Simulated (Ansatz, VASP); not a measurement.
## One calculation of Mg, two programs

Contents of INCAR:

```
  PREC = Accurate
  ENCUT = 520
  EDIFF = 1E-7
  ISMEAR = -1
  SIGMA = 0.05
  LREAL = False
  LASPH = True
  NELM = 80
  ALGO = Normal
  ISIF = 2
  LWAVE = False
  LCHARG = False
  NBANDS = 7
```

The input KPOINTS:

```
regular mesh
0
Gamma
  15 15 15
```

The input POSCAR:

```
Mg
1.0
    2.4957860586      0.0000000000      0.0000000000
    0.0000000000      2.4957860586      0.0000000000
    0.0000000000      0.0000000000      2.4957860586
Mg
1
Direct
    0.0000000000      0.0000000000      0.0000000000
```

Input for Ansatz:

```yaml
crystal:
  lattice:
    - [2.4957860586, 0.0, 0.0]
    - [0.0, 2.4957860586, 0.0]
    - [0.0, 0.0, 2.4957860586]
  atoms:
    - { symbol: Mg, position: [0.0, 0.0, 0.0] }
kpoints:
  mp_grid: { grid: [15, 15, 15] }
scf:
  occupations: { method: fermi_dirac, width: 0.05 }
hamiltonian:
  xc: lda
  pseudopotentials: { kind: paw }
output:
  forces: true
  stress: true
  eigenvalues: true
  populations: true
```

Change from the starting cell: volume scaled by 0.6, PAW files.

Alike in both runs: task single point; functional LDA; k mesh 15 × 15 × 15; occupations fermi-dirac, width 0.05 eV; no spin polarisation.

|  | VASP | Ansatz |
| --- | --- | --- |
| version | VASP 6.6.1 | Ansatz 0.2.0 |
| potentials or method | VASP PAW LDA potentials, release 64 (Mg) | PAW with Ansatz's default frozen-core files, scalar-relativistic |
| plane-wave cutoff (eV) | 520 | 420 |
| valence electrons in the cell | 2 | 10 |

```csv
,VASP,Ansatz,Ansatz less VASP
pressure (GPa),34.0,34.0,+0.01
```

The two sets of potentials don't hold the same shells in valence.

Caveats: so large a pressure means that the cell lies far from this level's equilibrium, or that cutoff or potentials fall short (VASP).
